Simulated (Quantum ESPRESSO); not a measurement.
Runs of Quantum ESPRESSO 7.5 on HfS2. The cell holds a slab with vacuum, 6 atoms: a = 3.640 Å, b = 3.640 Å, c = 23.914 Å, α = 90.00°, β = 90.00°, γ = 120.00°. 

```tsv
k mesh	gap on the mesh (eV)	largest force (eV/Å)
10 × 10 × 1	1.31	0.25
6 × 6 × 1	1.30	0.24
5 × 5 × 1	(a)	0.23
8 × 8 × 1	1.31	0.25
```

Alike in all rows: task work function; level PBE; potentials or basis PseudoDojo 0.4.1 SR PBE standard; no spin polarisation; cell as given; cutoff (eV) 789; smearing fermi-dirac 0.05 eV.

Question: Fill in the values left out.

Answer: (a) 1.35.

Caveats: ionisation potential and electron affinity come from Kohn-Sham levels, which understate the gap; spin-orbit coupling is left out, which moves the levels of the heavy elements.

A k mesh can miss the band edges, and the runs leave out spin-orbit coupling on Hf.
